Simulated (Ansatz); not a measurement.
Calculation for AlCo (begun as NiAs type, now distorted NiAs): DFT, PBE, all-electron PAW with datasets made for the crystal, scalar-relativistic (Ansatz 0.2.0). This run: volume at 0.55 of the series' base cell.

The cell comes from a relaxation on PAW files under the same functional, begun from a prototype that needn't be the stable phase.

Command: `ansatz run input.yaml --threads 1 --pin off --max-ram 3072MiB --backend cpu --events-out ev --progress --plain --runs-dir out` It took 27 s on 1 thread of Intel(R) Xeon(R) Platinum 8488C (Sapphire Rapids), on a shared host, peak memory 0.78 GiB.

```yaml
crystal:
  lattice:
    - [2.1983355088, 0.0, 0.0]
    - [-1.0991677544, 1.9038143967, 0.0]
    - [0.0, 0.0, 6.4208574102]
  atoms:
    - { symbol: Co, position: [0.0, 0.0, 0.0] }
    - { symbol: Co, position: [0.0, 0.0, 0.5] }
    - { symbol: Al, position: [0.3333333333, 0.6666666667, 0.25] }
    - { symbol: Al, position: [0.6666666667, 0.3333333333, 0.75] }
kpoints:
  mp_grid: { grid: [10, 10, 6] }
scf:
  occupations: { method: fermi_dirac, width: 0.05 }
hamiltonian:
  xc: pbe
  pseudopotentials: { kind: all_electron, datasets: crystal }
output:
  forces: true
  stress: true
  eigenvalues: true
```

Output:

```
hamiltonian.pseudopotentials.datasets: crystal makes datasets for this crystal and solves the spheres of its atoms anew in each pass: cutoff 500.0 eV, the density's 2000.0 eV; for an error of 0.50 meV an atom under PBE, 2.0 meV for the cell; an energy difference from a run of another recipe may be off by several times the error for the cell, under r2SCAN by more, where some 0.1 meV an atom stays at smaller errors; Al in spheres of 0.942 Å, 3 of its electrons in bands, 8 on its site; Co in spheres of 1.095 Å, 9 of its electrons in bands, 8 on its site; only band paths and densities of states list, in semicore columns, the levels of the semicore shells that are solved separately: 2s of Al, 2p of Al, 3s of Co, 3p of Co
band count auto-derived: 21 (N_el = 24.0; filled up to band 12; 16 by the electrons, moments and atoms)
Engine: ansatz 0.2.0
Pseudopotentials: kind: all_electron
Pseudopotential: Co, paw, valence charge 17, recommended cutoff 500 eV (normal), crystal/all_electron/pbe/scalar/gaussian/Co, Koelling and Harmon's equation, gaussian nucleus
Pseudopotential: Al, paw, valence charge 11, recommended cutoff 500 eV (normal), crystal/all_electron/pbe/scalar/gaussian/Al, Koelling and Harmon's equation, gaussian nucleus
Functional definition: PBE
  parameter kappa = 0.804
  parameter beta = 0.06672455060314922
  exchange = pbe_x(kappa = kappa, mu = beta*pi^2/3)
  correlation = pbe_c(beta = beta)
Crystal: 4 atoms, lattice volume = 26.873 Å³
Basis set: ecut = 500 eV, 653 PW (Γ), exchange–correlation on 36×36×96 points (8 copies of the dense FFT grid, shifted against one another)
Bands: 21, of which v1, the nominal top of the filled ones, is band 12 counted from 1 (11 counted from 0)
Symmetry: 24 space group operations
Space group: P63/mmc (ITA 194), of the structure as read, at distance tolerance 3.0e-5 Å
k-points: 56 of 600
Non-local potential: Co, projectors of the file, l = 0: 1, l = 1: 1, l = 2: 2
Non-local potential: Al, projectors of the file, l = 0: 1, l = 1: 1
PAW form: soft (Blöchl's): semilocal exchange-correlation on the pseudo side does not see the compensation charge
PAW one-centre angular grid: Co, 590 points (default); XC on its mesh's 1857 points in the sphere
PAW one-centre angular grid: Al, 110 points (default); XC on its mesh's 1879 points in the sphere
Initial density: superposition of atomic densities (neutral atoms: chi_scale 0, normalization atom)
Initial wavefunctions: pseudopotential atomic-orbital guess
Functional: x = pbe(κ = 0.804, μ = 0.2195149727645171), c = pbe(β = 0.06672455060314922)
iter 1 solved again at ethr=6.78e-2 eV; its pass at ethr=1.00e-1 eV (dr2=1.63e1 eV) is discarded
SCF iter   1: F=—  HF=-89041.893061 eV  |F-HF|=—  |Δ(HF+E_count)|=         —  Δρ=3.13e-1  dr2=2.06e1  ethr=6.78e-2  ⟨swp⟩=2.3  Hψ=6928  notcnv=0
preconditioner: auto → none  [metal: Δε(μ)=0.035 eV  Ē_g=13.183 eV  σ=0.050 eV  W_gap=0.17  n_scr=4 (ndim 8)  ℏωp=35.1 eV  f_vac=0.000  D(μ)=1.28/eV (n_scr^D=4)  sad-step TF]
SCF iter   2: F=—  HF=-89038.991564 eV  |F-HF|=—  |Δ(HF+E_count)|=    2.90e0  Δρ=1.09e-1  dr2=2.43e0  ethr=6.78e-2  ⟨swp⟩=3.0  Hψ=2835  notcnv=0
SCF iter   3: F=—  HF=-89037.926112 eV  |F-HF|=—  |Δ(HF+E_count)|=    1.07e0  Δρ=7.14e-2  dr2=1.07e0  ethr=1.01e-2  ⟨swp⟩=3.0  Hψ=3155  notcnv=0
iter 4 solved again at ethr=2.19e-4 eV; its pass at ethr=4.47e-3 eV (dr2=5.26e-2 eV) is discarded
SCF iter   4: F=—  HF=-89037.676746 eV  |F-HF|=—  |Δ(HF+E_count)|=   2.49e-1  Δρ=1.53e-2  dr2=5.51e-2  ethr=2.19e-4  ⟨swp⟩=2.6  Hψ=5259  notcnv=0  defer=9
SCF iter   5: F=—  HF=-89037.678702 eV  |F-HF|=—  |Δ(HF+E_count)|=   1.96e-3  Δρ=1.02e-2  dr2=1.72e-2  ethr=2.19e-4  ⟨swp⟩=2.6  Hψ=2382  notcnv=0  defer=5
SCF iter   6: F=—  HF=-89037.675518 eV  |F-HF|=—  |Δ(HF+E_count)|=   3.18e-3  Δρ=1.33e-3  dr2=2.53e-4  ethr=7.18e-5  ⟨swp⟩=2.7  Hψ=2377  notcnv=0  defer=1
SCF iter   7: F=—  HF=-89037.676752 eV  |F-HF|=—  |Δ(HF+E_count)|=   1.23e-3  Δρ=4.60e-4  dr2=5.61e-5  ethr=1.05e-6  ⟨swp⟩=3.1  Hψ=2968  notcnv=0  defer=2
SCF iter   8: F=—  HF=-89037.676753 eV  |F-HF|=—  |Δ(HF+E_count)|=   8.17e-7  Δρ=7.47e-5  dr2=5.30e-7  ethr=2.34e-7  ⟨swp⟩=2.0  Hψ=1893  notcnv=0  defer=2
SCF iter   9: F=-89037.676754 eV  HF=-89037.676754 eV  |F-HF|=3.04e-8  |Δ(HF+E_count)|=   5.11e-7  Δρ=2.21e-5  dr2=2.50e-8  ethr=2.21e-9  ⟨swp⟩=3.0  Hψ=2236  notcnv=0
SCF 1 converged in 9 iterations: F = -89037.676760 eV  dr2 = 2.50e-8
  Residual-converged pass: ⟨swp⟩=3.1  Hψ=2519  notcnv=0  max |occ|·‖R‖ = 6.6e-6 eV (tolerance 6.7e-6 eV)  dr2=2.32e-8  dr2_onsite=3.13e-8  max |Δocc| = 5.2e-10
  greatest PAW one-centre occupation: 0.800 electrons in one spin orbital (limit 2), on the Co atom at site 1 (counted from 0), in its partial waves of l = 2
SCF converged after 9 iterations
Free energy (F): -89037.676760 eV
Harris-Foulkes:  -89037.676760 eV  (|F-HF|=3.04e-8)
Internal energy: -89037.658659 eV  (E = F + TS)
E sigma→0 (E₀):  -89037.667710 eV
Entropy (-TS):   -0.018101 eV (-4.525 meV/atom)
Past the cutoff: the bands carry plane waves up to 1.75 times it, of which those up to 1.5 times it add -0.000217 eV an atom, each by itself; the spheres take 0.000070 eV an atom off the energy for waves past 1.75 times it
By the cutoff:   a pressure is off by up to 0.009 GPa (1.2 times the spheres' own share and the shells' term, over an atom's volume, and 0.004 GPa: a bound that held against runs at twice the plane waves)
Past the cutoffs: a stress includes 0.0085 GPa for waves and charges beyond them, in addition to the slope of what the spheres take
In the spheres:  the bands' charges fall short by 7.5e-8 e at most (sound up to 1e-3), those of shells solved beside the bands by 2.2e-7 e (sound up to 5e-4)
Fermi energy:    29.297696 eV
--- Per-component energies (eV) ---
  E_band       = 584.181056
  E_kinetic    = 443.262844
  E_local      = -4126.689211  (includes V_loc(G=0)·N_el)
  E_nonlocal   = 315.402498
  E_hartree    = 2372.521171
  E_xc         = -266.075030
  E_vxc        = -277.663430  (∫ρ·V_xc dr)
  E_paw        = -93226.346464  (= ΣΔE_a)
  E_vpaw       = -14773.088201  (= ΣTr[D̂ρ^β])
  E_ewald      = -8807.636944
  E_smearing   = -0.018101  (= −TS)
  E_closure    = 14257.902477  (closes the sum)
  Σ components = -89037.676760   (vs F -89037.676760, Δ=0.00e0)
  The terms above E_closure are by the made datasets' own strengths, without shells solved beside the bands.
--- Forces (eV/Å), atoms counted from 1 ---
  atom   1  Co     0.00000000     0.00000000     0.00000000
  atom   2  Co     0.00000000     0.00000000     0.00000000
  atom   3  Al     0.00000000     0.00000000     0.00000000
  atom   4  Al     0.00000000    -0.00000000    -0.00000000
  max |Σ_I F_I| component: 3.70e-17 eV/Å
--- Stress (GPa, compression-positive) ---
      338.848392      -0.000000      -0.000000
       -0.000000     338.848392      -0.000000
       -0.000000      -0.000000     340.181936
  P = ⅓ Tr σ = 339.2929 GPa (3392.929 kbar)
  It holds what live shells' own plane waves past their cutoff add
--- Band table (eV; the first three rows and the last of 56) ---
  k-point 0: bands = ["13.8699", "16.7273", "18.7450", "22.1647", "24.9994", "26.0440", "26.0440", "26.0634", "26.0634", "27.0297", "27.8681", "27.8681", "28.0517", "28.0517", "35.1241", "40.6474", "46.9243", "46.9243", "48.7442"]
  k-point 1: bands = ["13.9808", "16.2861", "19.2570", "22.0615", "25.0482", "26.0454", "26.0454", "26.0623", "26.0623", "26.7529", "27.8798", "27.8798", "28.0389", "28.0389", "35.5528", "40.2781", "47.0302", "47.0302", "48.6013"]
  k-point 2: bands = ["14.3084", "15.5277", "20.1948", "21.7182", "25.2203", "26.0492", "26.0492", "26.0590", "26.0590", "26.1469", "27.9124", "27.9124", "28.0042", "28.0042", "36.6303", "39.2986", "47.3287", "47.3287", "48.2303"]
  k-point 55: bands = ["22.2315", "22.2315", "23.7122", "23.7122", "23.9939", "23.9939", "24.6541", "24.6541", "24.7396", "24.7396", "30.3788", "30.3788", "31.1909", "31.1909", "34.2712", "34.2712", "37.6237", "37.6237", "39.4710"]
```

Spin polarisation is left out, though a magnetic state may lie lower.
